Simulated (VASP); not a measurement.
Here is a VASP 6.6.1 calculation.

Contents of INCAR:

```
SYSTEM = MnO
ALGO = Fast ; EDIFF = 1E-7
ENCUT = 520 ; GGA = PE
ISIF = 2 ; ISMEAR = 0
ISPIN = 2 ; LASPH = .TRUE.
LCHARG = .TRUE. ; LDAU = .TRUE.
LDAUJ = 0 0 ; LDAUL = 2 -1
LDAUPRINT = 1 ; LDAUTYPE = 2
LDAUU = 2 0 ; LELF = .TRUE.
LMAXMIX = 4 ; LORBIT = 11
LREAL = .FALSE. ; LVHAR = .TRUE.
LWAVE = .FALSE. ; MAGMOM = 0 0 0 0
NELM = 100 ; PREC = Accurate
SIGMA = 0.05
```

File KPOINTS:

```
k-points
0
G
  6 6 4
  0 0 0
```

Contents of POSCAR:

```
MnO
1.0
    3.3717001900      0.0000000000      0.0000000000
   -1.6858500900      2.9199780200      0.0000000000
    0.0000000000      0.0000000000      5.3854988200
Mn O
2 2
Direct
    0.3333333333      0.6666666667      0.0109600000
    0.6666666667      0.3333333333      0.5109600000
    0.3333333333      0.6666666667      0.3754700000
    0.6666666667      0.3333333333      0.8754700000
```

Potentials or basis: VASP PAW PBE potentials, release 64 (Mn_pv, O).

The run is started by

```console
$ cat potpaw_PBE.64/Mn_pv/POTCAR potpaw_PBE.64/O/POTCAR > POTCAR
$ mpirun -np 1 vasp_std > vasp.out
```

(1) Predict the pressure.

(2) What does it give for the net moment?

(3) Predict the band gap on the k mesh.

(4) Estimate the site moments.

Results:

(1) -18.3 GPa.

(2) 2.43 μB per cell.

(3) none (metal or under the smearing width).

(4) Mn +1.21; O -0.13 μB.
